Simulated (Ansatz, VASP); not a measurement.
## Y in VASP and in Ansatz

```
CELL_PARAMETERS angstrom
-2.03402 2.03402 2.03402
2.03402 -2.03402 2.03402
2.03402 2.03402 -2.03402
ATOMIC_POSITIONS crystal
Y 0.00000 0.00000 0.00000
```

Alike in both runs: functional r2SCAN; k mesh 20 × 20 × 20; occupations gaussian, width 0.1 eV; no spin polarisation.

Ansatz relaxed the structure, and its values are those at the end. VASP's run is a single point on that final structure, the one shown.

|  | VASP | Ansatz |
| --- | --- | --- |
| version | VASP 6.6.1 | Ansatz 0.2.0 |
| potentials or method | VASP PAW PBE potentials, release 64 (Y_sv) | scalar-relativistic, plane waves, PAW |
| plane-wave cutoff (eV) | 520 | 500 |
| valence electrons in the cell | 11 | 11 |

Ansatz gave:

| Item | Value |
| --- | --- |
| gap on the k mesh at the Fermi level (eV) | none |
| pressure (GPa) | 0.0 |

Task: What did VASP give for the same quantities?

Result: gap on the k mesh at the Fermi level (eV): none; pressure (GPa): 0.1.

A gap of «none» marks a metal or a gap that the smearing closes.

Caveats: the PAW data sets were made with another functional, which shifts forces and pressure a little (VASP).
